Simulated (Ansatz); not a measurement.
Ca (Fm-3m), two-dimensional strain map

These are results of DFT PBE, scalar-relativistic, plane waves, PAW in Ansatz 0.2.0, not measurements. Cutoff 420 eV, Γ-centred 14×14×14 k-points, Gaussian smearing of 0.15 eV. No spin polarisation. Energies are free energies at this smearing, counted from the undisturbed cell; pressure is positive in compression.

The undisturbed cell (as given, not relaxed at this level; it stands at -0.6 GPa):

```yaml
crystal:
  lattice:
    - [0.00000, 2.79420, 2.79420]
    - [2.79420, 0.00000, 2.79420]
    - [2.79420, 2.79420, 0.00000]
  atoms:
    - { symbol: Ca, position: [0.00000, 0.00000, 0.00000] }
```

The cell is strained by p along both x and y and by q along z, fractional coordinates fixed. Points are written (p, q).

Energy above the undisturbed cell in meV/atom (a dash: not computed):

```
 p \ q  -0.030  -0.015  0.000  0.015  0.030
-0.030     5.3     1.8   -0.1   -0.6    0.5
-0.015    -0.7    -2.2   -2.4   -1.1    1.5
 0.000    -2.0    -1.6    0.0    2.9    7.0
 0.015     1.1     3.2    6.5   11.0   16.6
 0.030     8.1    11.9   16.9   22.8   29.8
```

Pressure in GPa:

| p \ q | -0.030 | -0.015 | 0.000 | 0.015 | 0.030 |
| --- | --- | --- | --- | --- | --- |
| -0.030 | 1.1 | 0.8 | 0.5 | 0.2 | 0.0 |
| -0.015 | 0.5 | 0.2 | -0.1 | -0.3 | -0.5 |
| 0.000 | -0.1 | -0.3 | -0.6 | -0.8 | -1.0 |
| 0.015 | -0.5 | -0.8 | -1.0 | -1.2 | -1.4 |
| 0.030 | -1.0 | -1.2 | -1.4 | -1.6 | -1.7 |